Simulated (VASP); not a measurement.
# SrCl₂: training a force field on the fly

SrCl₂, Fm-3m (no. 225), 24 atoms in the cell. PBE, machine-learned force field trained on the fly; PAW potentials Sr_sv, Cl (PBE set).

## Input

INCAR.step1:
```
ALGO = Fast
ANDERSEN_PROB = 0.1
EDIFF = 1E-5
ENCUT = 290
IBRION = 0
ISIF = 2
ISMEAR = 0
ISYM = 0
LCHARG = F
LREAL = Auto
LWAVE = F
MDALGO = 1
ML_CTIFOR = 1E-6
ML_ICRITERIA = 0
ML_LMLFF = T
ML_MODE = train
ML_NMDINT = 1
NELM = 100
NELMIN = 4
NSW = 80
POTIM = 2.0
PREC = Normal
RANDOM_SEED = 779102 0 0
SIGMA = 0.05
TEBEG = 750
```

INCAR.step2:
```
ALGO = Fast
EDIFF = 1E-5
ENCUT = 290
IBRION = 0
ISIF = 2
ISMEAR = 0
ISYM = 0
LANGEVIN_GAMMA = 10 10
LCHARG = F
LREAL = Auto
LWAVE = F
MDALGO = 3
ML_CTIFOR = 0.02
ML_LMLFF = T
ML_MODE = train
NELM = 100
NELMIN = 4
NSW = 1500
POTIM = 2.0
PREC = Normal
RANDOM_SEED = 875241 0 0
SIGMA = 0.05
TEBEG = 450
TEEND = 938
```

INCAR.step3:
```
ALGO = Fast
EDIFF = 1E-5
ENCUT = 290
ISMEAR = 0
ISYM = 0
LCHARG = F
LREAL = Auto
LWAVE = F
ML_LMLFF = T
ML_MODE = refit
NELM = 100
NELMIN = 4
PREC = Normal
SIGMA = 0.05
```

INCAR.step4:
```
ENCUT = 290
IBRION = -1
ISMEAR = 0
ISYM = 0
LCHARG = F
LWAVE = F
ML_LMLFF = T
ML_MODE = run
NSW = 0
NWRITE = 2
PREC = Normal
SIGMA = 0.05
```

INCAR.step5:
```
ALGO = Fast
EDIFF = 1E-5
ENCUT = 290
ISMEAR = 0
ISYM = 0
LCHARG = F
LREAL = Auto
LWAVE = F
NELM = 100
NELMIN = 4
PREC = Normal
SIGMA = 0.05
```

INCAR.step6:
```
EDIFFG = -2E-4
ENCUT = 290
IBRION = 2
ISIF = 2
ISMEAR = 0
ISYM = 0
LCHARG = F
LWAVE = F
ML_LMLFF = T
ML_MODE = run
NSW = 300
NWRITE = 0
PREC = Normal
SIGMA = 0.05
```

INCAR.step9:
```
ENCUT = 290
IBRION = 6
ISIF = 2
ISMEAR = 0
ISYM = 0
LCHARG = F
LWAVE = F
ML_LMLFF = T
ML_MODE = run
NFREE = 2
NSW = 1
NWRITE = 0
PHON_LMC = T
PHON_NSTRUCT = -1
POTIM = 0.01
PREC = Normal
SIGMA = 0.05
```

KPOINTS:
```
k-points
0
Gamma
  1 1 1
```

POSCAR.step1:
```
SrCl2
1.0
    6.9767000000      0.0000000000      0.0000000000
    0.0000000000      6.9767000000      0.0000000000
    0.0000000000      0.0000000000     13.9534000000
Sr Cl
8 16
Direct
    0.0029605100     -0.0148651300     -0.0015124100
    0.0055679600     -0.0009321600      0.4961689100
    0.0025316600      0.4862670700      0.2514242400
    0.0102035600      0.4987472100      0.7514782900
    0.5151555300     -0.0033993500      0.2522984400
    0.5072016200     -0.0020681500      0.7521988700
    0.4911766800      0.4844234200     -0.0050324500
    0.4955771100      0.4943958300      0.4985742400
    0.2612379800      0.2536809200      0.3739144000
    0.2454227400      0.2454144200      0.8783762700
    0.2519766300      0.7479001200      0.3753884900
    0.2503643700      0.7457144000      0.8720807900
    0.2529351500      0.7408785700      0.1239959200
    0.2514091200      0.7537972900      0.6267979100
    0.2552708000      0.2343734100      0.1284831900
    0.2484584000      0.2498801100      0.6260142400
    0.7424522100      0.2545154000      0.1253821400
    0.7631458000      0.2544573500      0.6310964000
    0.7592472100      0.7512445400      0.1236546400
    0.7497446700      0.7583665600      0.6256101100
    0.7471150500      0.7601197600      0.3754047800
    0.7374184600      0.7581447400      0.8739817500
    0.7598481300      0.2528483900      0.3787774700
    0.7457524100      0.2520047600      0.8759822400
```

Commands (each step's output is kept before the next begins):
```
cat potpaw_PBE.64/Sr_sv/POTCAR potpaw_PBE.64/Cl/POTCAR > POTCAR
cp INCAR.step1 INCAR
cp POSCAR.step1 POSCAR
mpirun -np 4 vasp_gam > vasp.out
cp ML_ABN ../ML_AB
cp CONTCAR POSCAR
cp ../ML_AB ML_AB
cp INCAR.step2 INCAR
mpirun -np 4 vasp_gam > vasp.out
cp ML_ABN ../ML_AB
cp CONTCAR POSCAR
cp ../ML_AB ML_AB
cp INCAR.step3 INCAR
mpirun -np 4 vasp_gam > vasp.out
cp ML_FFN ../ML_FF
cp ../ML_FF ML_FF
rm ML_AB
cp INCAR.step4 INCAR
mpirun -np 4 vasp_gam > vasp.out
cp INCAR.step5 INCAR
mpirun -np 4 vasp_gam > vasp.out
cp INCAR.step6 INCAR
mpirun -np 4 vasp_gam > vasp.out
cp CONTCAR ../POSCAR.min
cp CONTCAR POSCAR
cp INCAR.step5 INCAR
mpirun -np 4 vasp_gam > vasp.out
cp INCAR.step4 INCAR
mpirun -np 4 vasp_gam > vasp.out
cp INCAR.step9 INCAR
mpirun -np 4 vasp_gam > vasp.out
cp DYNMATFULL ../DYNMATFULL
```

## Result

- Force error of the fit (eV/Å): 0.044
- Energy error of the fit (eV/atom): 0.0019

The training runs are MD at 450 to 938 K, 3.2 ps in all.

Between the relaxed minimum and a frame of the training run, the force field gives 3.313 eV and DFT 3.381 eV.

So the force field is off by 0.07 eV there.

ML_LOGFILE.step1:
```
# STATUS This line describes the overall status of each step.
# STATUS
# STATUS nstep ..... MD time step or input structure counter
# STATUS state ..... One-word description of step action
# STATUS             - "accurate"  (1) : Errors are low, force field is used
# STATUS             - "threshold" (2) : Errors exceeded threshold, structure is sampled from ab initio
# STATUS             - "learning"  (3) : Stored configurations are used for training force field
# STATUS             - "critical"  (4) : Errors are high, ab initio sampling and learning is enforced
# STATUS             - "predict"   (5) : Force field is used in prediction mode only, no error checking
# STATUS             - "predfast"  (6) : Prediction mode only, no error checking, no error estimates
# STATUS             - "interval"  (7) : Errors exceeded threshold, but too close to last sampling (ML_NMDINT)
# STATUS is ........ Integer representation of above one-word description (integer in parenthesis)
# STATUS doabin .... Perform ab initio calculation (T/F)
# STATUS iff ....... Force field available (T/F, False after startup hints to possible convergence problems)
[... 34 lines left out ...]
BEEF                   77   4.06460388E-05   6.06392771E-02   2.80156942E-02   1.00000000E-06   6.28607154E-01   3.76374740E-01
BEEF                   78   4.02865027E-05   5.99302776E-02   2.77836816E-02   1.00000000E-06   6.25535524E-01   3.74383540E-01
BEEF                   79   3.91592539E-05   5.88008518E-02   2.75152858E-02   1.00000000E-06   6.13514147E-01   3.64871073E-01
BEEF                   80   3.90588702E-05   5.92362909E-02   2.75489735E-02   1.00000000E-06   6.14882066E-01   3.65451841E-01
ERR                    77   1.68918607E-03   5.50374955E-02   5.42142003E+00
ERR                    78   2.01650848E-03   5.42181439E-02   5.43497344E+00
ERR                    79   1.82267518E-03   5.27442788E-02   5.37373374E+00
ERR                    80   1.74404828E-03   5.20661965E-02   5.39163609E+00
```

ML_LOGFILE.step2:
```
# STATUS This line describes the overall status of each step.
# STATUS
# STATUS nstep ..... MD time step or input structure counter
# STATUS state ..... One-word description of step action
# STATUS             - "accurate"  (1) : Errors are low, force field is used
# STATUS             - "threshold" (2) : Errors exceeded threshold, structure is sampled from ab initio
# STATUS             - "learning"  (3) : Stored configurations are used for training force field
# STATUS             - "critical"  (4) : Errors are high, ab initio sampling and learning is enforced
# STATUS             - "predict"   (5) : Force field is used in prediction mode only, no error checking
# STATUS             - "predfast"  (6) : Prediction mode only, no error checking, no error estimates
# STATUS             - "interval"  (7) : Errors exceeded threshold, but too close to last sampling (ML_NMDINT)
# STATUS is ........ Integer representation of above one-word description (integer in parenthesis)
# STATUS doabin .... Perform ab initio calculation (T/F)
# STATUS iff ....... Force field available (T/F, False after startup hints to possible convergence problems)
[... 34 lines left out ...]
BEEF                 1497   5.84886891E-05   7.44136010E-02   3.19592870E-02   6.38182245E-02   1.04294616E+00   7.95063370E-01
BEEF                 1498   5.82652507E-05   7.42129161E-02   3.17306754E-02   6.38182245E-02   1.04050144E+00   7.92477389E-01
BEEF                 1499   5.78380680E-05   7.29664188E-02   3.14046269E-02   6.38182245E-02   1.03773898E+00   7.88849795E-01
BEEF                 1500   5.03522131E-05   6.26420867E-02   2.77126546E-02   6.32474800E-02   7.61579843E-01   5.71415150E-01
ERR                  1367   2.06290749E-03   4.53596869E-02   3.77758074E+00
ERR                  1382   2.08260597E-03   4.56661349E-02   3.77087996E+00
ERR                  1464   2.07146208E-03   4.58920609E-02   3.72825391E+00
ERR                  1500   2.01135086E-03   4.60943088E-02   3.70258159E+00
```

ML_LOGFILE.step3:
```
# STATUS This line describes the overall status of each step.
# STATUS
# STATUS nstep ..... MD time step or input structure counter
# STATUS state ..... One-word description of step action
# STATUS             - "accurate"  (1) : Errors are low, force field is used
# STATUS             - "threshold" (2) : Errors exceeded threshold, structure is sampled from ab initio
# STATUS             - "learning"  (3) : Stored configurations are used for training force field
# STATUS             - "critical"  (4) : Errors are high, ab initio sampling and learning is enforced
# STATUS             - "predict"   (5) : Force field is used in prediction mode only, no error checking
# STATUS             - "predfast"  (6) : Prediction mode only, no error checking, no error estimates
# STATUS             - "interval"  (7) : Errors exceeded threshold, but too close to last sampling (ML_NMDINT)
# STATUS is ........ Integer representation of above one-word description (integer in parenthesis)
# STATUS doabin .... Perform ab initio calculation (T/F)
# STATUS iff ....... Force field available (T/F, False after startup hints to possible convergence problems)
[... 19 lines left out ...]
# BEEF bee_max_stress ... Bayesian error estimate of stresses (max) (kB)
# BEEF bee_ave_stress ... Bayesian error estimate of stresses (average) (kB)
# BEEF              nstep       bee_energy    bee_max_force    bee_ave_force        threshold   bee_max_stress   bee_ave_stress
# BEEF                  2                3                4                5                6                7                8
# SPRSC This line shows the results of sparsification regarding the number
# SPRSC of reference structures and local reference configurations.
# SPRSC
STATUS                  0  learning  3      T      F         0         0
STATUS                  1  accurate  1      F      T         1         1
SPRSC                   0       226       226 Sr       467       467 Cl      1077      1077
ERR                     0   1.93787608E-03   4.43772367E-02   3.36302428E+00
```

VASP 6.6.1 took 1269 s on 4 cores (Intel Xeon 6975P-C (Granite Rapids)), a shared host.
